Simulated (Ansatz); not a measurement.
# Ti under changes of volume

One of the cells (16.731 Å³/atom); the others are scaled copies at fixed shape and fractional positions:

```
Ti
1.0
     0.00000    2.03000    2.03000
     2.03000    0.00000    2.03000
     2.03000    2.03000    0.00000
Ti
1
Cartesian
  0.0000 0.0000 0.0000
```

This isn't the form of Ti at room conditions, which is hcp.

| Property | Result |
| --- | --- |
| Program | Ansatz 0.2.0 |
| Functional | PBEsol |
| Potentials or basis | Ansatz PAW |
| Cutoff | 420 eV (not typed: the program's choice for these potentials) |
| k mesh | 11 × 11 × 11 |
| Occupations | fermi-dirac, width 0.05 eV |
| Spin | no spin polarisation |

```tsv
volume (Å³/atom)	energy over the lowest point (meV/atom)	pressure (GPa)
15.727	18.44	7.2
16.062	6.81	4.4
16.396	?	?
16.731	0.00	-0.5
17.065	3.80	-2.7
17.400	11.83	-4.6
17.735	23.72	-6.4
```

Q: What does the run at 16.396 Å³/atom give?

A: Energy over the lowest point 0.84 meV/atom; pressure 1.8 GPa.

Worked out: A Birch-Murnaghan fit of order 3 (a polynomial in V^(-2/3)) to the other rows has its minimum at 16.62 Å³/atom with B0 = V·E''(V) = 114 GPa and B' = 3.8. It gives 0.85 meV/atom at 16.396 Å³/atom, against the run's 0.84, and -dE/dV = 1.6 GPa, against 1.8.

Energies are extrapolated to zero smearing.

Caveats: the PAW data sets come from PBE, with cores solved anew for the run's functional, which leaves a small shift of forces and pressure.
